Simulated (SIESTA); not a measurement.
**Bi in SIESTA: convergence with EnergyShift**

Crystal: Bi.

```
Bi
1.0
    -2.05109    1.93226    1.96372
     2.00913   -1.95414    1.94364
     2.06996    1.97301   -1.98560
Bi
1
Cartesian
  -0.0472 -0.0316 -0.0216
```

The cell isn't the ideal one: cell strained at random at fixed volume.

```yaml
Program: SIESTA 5.4.2
Task: single point
Functional: LDA
Potentials_or_basis: PseudoDojo 0.4 standard (LDA files)
Basis: DZP (energy shift 0.05 Ry; two zetas on semicore shells)
Grid_cutoff: 500 Ry
Energy_shift: 0.05 Ry
k_mesh: 7 × 7 × 7
Occupations: fermi-dirac, width 0.05 eV
Spin: no spin polarisation
```

These are the settings of the first run; the series varies EnergyShift, with any setting tied to it.

Hardware: 1 thread of Intel(R) Xeon(R) Platinum 8259CL CPU @ 2.50GHz (Skylake/Cascade Lake), on a shared host.

Task: The values tried are 0.05, 0.03, 0.02, 0.01, 0.005, 0.003, 0.002, 0.001, loosest first. From which on does the pressure stay within 0.1 GPa of the tightest run that finished?

Result: From 0.005 on.

| EnergyShift | energy less the tightest run, at zero smearing (meV/atom) | pressure (GPa) | SCF cycles | CPU time (s) | peak memory (GiB) |
| --- | --- | --- | --- | --- | --- |
| 0.05 | 3842.20 | -15.05 | 8 | 6.5 | 0.17 |
| 0.03 | 2061.89 | -7.48 | 7 | 7 | 0.18 |
| 0.02 | 1272.42 | -5.86 | 7 | 7.8 | 0.18 |
| 0.01 | 554.09 | -2.17 | 6 | 9.1 | 0.19 |
| 0.005 | 258.49 | -1.25 | 7 | 12 | 0.2 |
| 0.003 | 131.86 | -1.34 | 7 | 16 | 0.21 |
| 0.002 | 67.88 | -1.30 | 7 | 20 | 0.21 |
| 0.001 | 0.00 | -1.30 | 7 | 24 | 0.22 |

Not settled before the last step: the energy (to 1 meV/atom). The tightest run that finished is the yardstick and may itself not be fully converged.

Caveat, for the tightest run too: the basis of atomic orbitals isn't converged, which shifts pressures, moduli and gaps.
